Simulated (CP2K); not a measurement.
# HfN under changes of volume

One of the cells (11.482 Å³/atom); the others are scaled copies at fixed shape and fractional positions:

```xyz
2
Lattice="3.1905 0.0000 0.0000 1.5952 2.7630 0.0000 1.5952 0.9210 2.6050" Properties=species:S:1:pos:R:3 pbc="T T T"
Hf    0.0000    0.0000    0.0000
N     3.1905    1.8420    1.3025
```

| Property | Result |
| --- | --- |
| Program | CP2K 2026.2 |
| Functional | LDA |
| Potentials or basis | GTH_POTENTIALS Hf GTH-PADE-q12, N GTH-PADE-q5; TZVP-MOLOPT-PBE-GTH basis |
| Density cutoff | 6123 eV |
| k mesh | 10 × 10 × 10 |
| Occupations | fermi-dirac, width 0.05 eV |
| Spin | no spin polarisation |

| volume (Å³/atom) | energy over the lowest point (meV/atom) | pressure (GPa) |
| --- | --- | --- |
| 10.793 | 0.00 | -52.9 |
| 11.023 | 78.68 | -56.1 |
| 11.252 | 161.21 | -58.9 |
| 11.482 | ? | ? |
| 11.712 | 336.64 | -63.2 |
| 11.941 | 428.48 | -64.9 |
| 12.171 | 522.41 | -66.2 |

Problem. What does the run at 11.482 Å³/atom give?

Solution. Energy over the lowest point 247.44 meV/atom; pressure -61.3 GPa.

Worked out: A Birch-Murnaghan fit of order 3 (a polynomial in V^(-2/3)) to the other rows has no minimum within the range. It gives 247.45 meV/atom at 11.482 Å³/atom, against the run's 247.44, and -dE/dV = -61.2 GPa, against -61.3.

Energies are extrapolated to zero smearing.

Caveats: the basis of atomic orbitals isn't converged, which shifts pressures, moduli and gaps.
